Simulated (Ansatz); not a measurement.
# ZrO2: the cost of one run

Computed with Ansatz 0.2.0 (DFT r²SCAN, frozen-core PAW, scalar-relativistic unless said, unless a step's input says otherwise).

2 further runs of the same task are left out: 1 that didn't finish, 1 set aside as unsound or not needed.

### 1 Starting point

Symmetry: P4_2/nmc, No. 137, tetragonal system. The conventional cell has a = 3.596 Å, b = 3.596 Å, c = 5.177 Å, α = 90.00°, β = 90.00°, γ = 90.00°. Around Zr (site symmetry -4m2) lie 8 O at 2.08 to 2.37 Å. O (site symmetry 2mm) has 4 Zr at 2.08 to 2.37 Å as nearest neighbours.

Coordinates:

```cif
data_structure
_symmetry_space_group_name_H-M 'P 1'
_symmetry_Int_Tables_number 1
_cell_length_a 3.5961
_cell_length_b 3.5961
_cell_length_c 5.1770
_cell_angle_alpha 90.000
_cell_angle_beta 90.000
_cell_angle_gamma 90.000
_cell_volume 66.95
loop_
_atom_site_label
_atom_site_type_symbol
_atom_site_fract_x
_atom_site_fract_y
_atom_site_fract_z
_atom_site_occupancy
Zr1 Zr 0.00000 0.00000 0.00000 1
Zr2 Zr 0.50000 0.50000 0.50000 1
O1 O 0.00000 0.50000 0.20300 1
O2 O 0.00000 0.50000 0.70300 1
O3 O 0.50000 0.00000 0.29700 1
O4 O 0.50000 0.00000 0.79700 1
```

Cartesian axes are those of the input's lattice vectors. The structure goes back to a database entry.

### 2 Cell and atoms relaxed, PAW

File input.yaml:

```yaml
crystal:
  lattice:
    - [3.5961, 0.0, 0.0]
    - [0.0, 3.5961, 0.0]
    - [0.0, 0.0, 5.177]
  atoms:
    - { symbol: Zr, position: [0.0, 0.0, 0.0] }
    - { symbol: Zr, position: [0.5, 0.5, 0.5] }
    - { symbol: O, position: [0.0, 0.5, 0.203] }
    - { symbol: O, position: [0.0, 0.5, 0.703] }
    - { symbol: O, position: [0.5, 0.0, 0.297] }
    - { symbol: O, position: [0.5, 0.0, 0.797] }
kpoints:
  mp_grid: { grid: [8, 8, 6] }
scf:
  occupations: { method: fermi_dirac, width: 0.1 }
hamiltonian:
  xc: r2scan
  pseudopotentials: { kind: paw }
relax:
  f_tol: 0.002
  max_steps: 80
  cell: {}
output:
  forces: true
  stress: true
```

Command:

```
ansatz run input.yaml --threads 2 --pin off --max-ram 6144MiB --backend cpu --events-out ev --progress --plain --runs-dir out
```

What time and memory should one allow on 2 threads of Arm Neoverse V1, shared host?

About 41 s, with a peak of 0.55 GiB.
